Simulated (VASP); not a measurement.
# CaO (Lime) (Fm-3m) in VASP: notebook, part 2 of 2

VASP 6.6.1. Earlier steps stand in the parts before.

## 5. Relaxation of the atoms, LDA

The input, INCAR:

```
SYSTEM = CaO
  PREC = Accurate
  ENCUT = 600
  EDIFF = 1E-7
  ISMEAR = 0
  SIGMA = 0.03
  LREAL = .False.
  LASPH = .True.
  NELM = 80
  ALGO = Normal
  ISIF = 2
  LWAVE = .False.
  LCHARG = .False.
  GGA = CA
  IBRION = 2
  NSW = 40
  EDIFFG = -0.01
```

The input, KPOINTS:

```
Automatic mesh
0
Gamma
  10 10 10
  0 0 0
```

The input, POSCAR:

```
CaO                                     
1.0
    0.0000000000      2.3587803499      2.3587803499
    2.3587803499      0.0000000000      2.3587803499
    2.3587803499      2.3587803499      0.0000000000
  Ca              O             
     1     1
Direct
     0.0000000000000000    0.0000000000000000    0.0000000000000000
     0.5000000000000000    0.5000000000000000    0.5000000000000000
```

Potentials or basis: VASP PAW LDA potentials, release 64 (Ca_sv, O).

On the command line:

```
> cat potpaw_LDA.64/Ca_sv/POTCAR potpaw_LDA.64/O/POTCAR > POTCAR
> mpirun -np 1 vasp_std > vasp.out
```

OUTCAR:

```text
SYSTEM = CaO
   PREC = Accurate
   ENCUT = 600
   EDIFF = 1E-7
   ISMEAR = 0
   LREAL = .False.
   LASPH = .True.
   NELM = 80
   ISIF = 2
   GGA = CA
   IBRION = 2
   NSW = 40
   EDIFFG = -0.01

 ion  position               nearest neighbor table
   1  0.000  0.000  0.000-   2 2.36   2 2.36   2 2.36   2 2.36   2 2.36   2 2.36
   2  0.500  0.500  0.500-   1 2.36   1 2.36   1 2.36   1 2.36   1 2.36   1 2.36
[... 554 lines left out ...]

------------------------ aborting loop because EDIFF is reached ----------------------------------------

  FORCE on cell =-STRESS in cart. coord.  units (eV):
  Direction    XX          YY          ZZ          XY          YZ          ZX
  --------------------------------------------------------------------------------------
  -------------------------------------------------------------------------------------
  Total        0.0056549      0.0056549      0.0056549     -0.0000000      0.0000000      0.0000000
  in kB        0.3451795      0.3451795      0.3451795     -0.0000000      0.0000000      0.0000000
  external PRESSURE =       0.3451795 kB  Pullay stress =       0.0000000 kB

 VOLUME and BASIS-vectors are now :
 -----------------------------------------------------------------------------
  energy-cutoff  :      600.00
  volume of cell :       26.25
      direct lattice vectors                 reciprocal lattice vectors
     0.000000000  2.358780350  2.358780350    -0.211973955  0.211973955  0.211973955
     2.358780350  0.000000000  2.358780350     0.211973955 -0.211973955  0.211973955
     2.358780350  2.358780350  0.000000000     0.211973955  0.211973955 -0.211973955

 POSITION                                       TOTAL-FORCE (eV/Angst)
 -----------------------------------------------------------------------------------
      0.00000      0.00000      0.00000         0.000000     -0.000000      0.000000
      2.35878      2.35878      2.35878        -0.000000      0.000000     -0.000000
 -----------------------------------------------------------------------------------
    total drift:                                0.000000      0.000000      0.000000

  FREE ENERGIE OF THE ION-ELECTRON SYSTEM (eV)
  ---------------------------------------------------
  free  energy   TOTEN  =       -14.2238102739 eV

  energy  without entropy=      -14.2238102739  energy(sigma->0) =      -14.22381027

 reached required accuracy - stopping structural energy minimisation
```

OSZICAR:

```text
N       E                     dE             d eps       ncg     rms          rms(c)
DAV:   1     0.141896169869E+03    0.14190E+03   -0.96536E+03  1128   0.155E+03
DAV:   2    -0.876182572373E+01   -0.15066E+03   -0.14329E+03  1284   0.359E+02
DAV:   3    -0.156913817672E+02   -0.69296E+01   -0.68016E+01  1428   0.798E+01
DAV:   4    -0.159350479767E+02   -0.24367E+00   -0.24337E+00  1628   0.131E+01
DAV:   5    -0.159380150624E+02   -0.29671E-02   -0.29670E-02  1364   0.150E+00    0.846E+00
DAV:   6    -0.143372243768E+02    0.16008E+01   -0.83175E+00  1312   0.273E+01    0.366E+00
DAV:   7    -0.142552232137E+02    0.82001E-01   -0.69527E-01  1532   0.855E+00    0.171E+00
DAV:   8    -0.142259443154E+02    0.29279E-01   -0.78109E-02  1352   0.315E+00    0.360E-01
DAV:   9    -0.142237153871E+02    0.22289E-02   -0.15278E-02  1388   0.106E+00    0.111E-01
DAV:  10    -0.142238055203E+02   -0.90133E-04   -0.12684E-03  1292   0.368E-01    0.230E-02
DAV:  11    -0.142238240826E+02   -0.18562E-04   -0.18108E-04  1716   0.110E-01    0.284E-02
DAV:  12    -0.142238100331E+02    0.14049E-04   -0.47712E-05  1384   0.745E-02    0.283E-03
DAV:  13    -0.142238102884E+02   -0.25533E-06   -0.34735E-06  1516   0.182E-02    0.770E-04
DAV:  14    -0.142238102739E+02    0.14536E-07   -0.11987E-07   964   0.360E-03
   1 F= -.14223810E+02 E0= -.14223810E+02  d E =-.142238E+02
```

CONTCAR:

```text
CaO
   1.00000000000000
     0.0000000000000000    2.3587803499000000    2.3587803499000000
     2.3587803499000000    0.0000000000000000    2.3587803499000000
     2.3587803499000000    2.3587803499000000    0.0000000000000000
  Ca              O
     1     1
Direct
     0.0000000000000000    0.0000000000000000    0.0000000000000000
     0.5000000000000000    0.5000000000000000    0.5000000000000000

  0.00000000E+00  0.00000000E+00  0.00000000E+00
  0.00000000E+00  0.00000000E+00  0.00000000E+00
```

Run time: 9.6 s. Hardware: 1 thread of Intel Xeon 6975P-C (Granite Rapids), shared host; peak memory 0.15 GiB.

Results:

| Property | Result |
| --- | --- |
| Free energy | -14.2238 eV |
| Pressure after relaxing | 0.0 GPa |
| Band gap on the k mesh | 3.43 eV, indirect (least direct gap 3.78 eV) |

Final structure:
```
CELL_PARAMETERS angstrom
0.00000 2.35878 2.35878
2.35878 0.00000 2.35878
2.35878 2.35878 0.00000
ATOMIC_POSITIONS crystal
Ca 0.00000 0.00000 0.00000
O 0.50000 0.50000 0.50000
```

Levels at points of the mesh, in eV from the valence-band top:
```
           k point  band 4  band 5  band 6  band 7  band 8  band 9  band 10  band 11  band 12
(0.00, 0.00, 0.00)  -17.84  -15.32    0.00    0.00    0.00    5.03     6.24     6.24     6.24
(0.50, 0.00, 0.00)  -17.91  -13.81   -2.85   -1.35   -1.35    7.22     8.61     8.61     8.74
(0.50, 0.50, 0.00)  -18.14  -15.07   -1.27   -0.36   -0.36    3.43     8.44     9.20     9.92
```

Caveat: the relaxation stopped at its first step, so nothing moved.

## 6. Relaxation of the atoms, LDA (a relaxed cell with its volume scaled by 1.02)

INCAR is that of step 5.

KPOINTS is that of step 5.

The input, POSCAR:

```
CaO                                     
1.0
    0.0000000000      2.3744018671      2.3744018671
    2.3744018671      0.0000000000      2.3744018671
    2.3744018671      2.3744018671      0.0000000000
  Ca              O             
     1     1
Direct
     0.0000000000000000    0.0000000000000000    0.0000000000000000
     0.5000000000000000    0.5000000000000000    0.5000000000000000
```

Potentials or basis: VASP PAW LDA potentials, release 64 (Ca_sv, O).

On the command line:

```
> cat potpaw_LDA.64/Ca_sv/POTCAR potpaw_LDA.64/O/POTCAR > POTCAR
> mpirun -np 1 vasp_std > vasp.out
```

Run time: 9 s. Hardware: 1 thread of Intel Xeon 6975P-C (Granite Rapids), shared host; peak memory 0.15 GiB.

The run converged. Its results:

```
Free energy             : -14.2207 eV
Pressure after relaxing : -2.4 GPa
Band gap on the k mesh  : 3.44 eV, indirect (least direct gap 3.81 eV)
```

Final structure:
```
CELL_PARAMETERS angstrom
0.00000 2.37440 2.37440
2.37440 0.00000 2.37440
2.37440 2.37440 0.00000
ATOMIC_POSITIONS crystal
Ca 0.00000 0.00000 0.00000
O 0.50000 0.50000 0.50000
```

Levels at points of the mesh, in eV from the valence-band top:
```
           k point  band 5  band 6  band 7  band 8  band 9  band 10  band 11  band 12
(0.00, 0.00, 0.00)  -15.28    0.00    0.00    0.00    4.86     6.19     6.19     6.19
(0.50, 0.00, 0.00)  -13.86   -2.80   -1.31   -1.31    7.12     8.50     8.50     8.59
(0.50, 0.50, 0.00)  -15.03   -1.29   -0.37   -0.37    3.44     8.29     9.08     9.78
```

Caveat: the relaxation stopped at its first step, so nothing moved.

## 7. Overview

```csv
cell,gap on the mesh (eV),pressure (GPa)
atoms relaxed from: a relaxed cell with its volume scaled by 0.94,3.37,9.2
atoms relaxed from: a relaxed cell with its volume scaled by 0.96,3.39,5.8
atoms relaxed from: a relaxed cell with its volume scaled by 0.98,3.41,2.8
atoms relaxed,3.43,0.0
atoms relaxed from: a relaxed cell with its volume scaled by 1.02,3.44,-2.4
```

Alike in all rows: task relaxation of the atoms; level LDA; potentials or basis VASP PAW LDA potentials, release 64 (Ca_sv, O); no spin polarisation; k mesh 10 × 10 × 10; cutoff (eV) 600; smearing gaussian 0.03 eV.

Caveats: the relaxation stopped at its first step, so nothing moved.

Absolute energies hang on the potentials; compare differences alone.
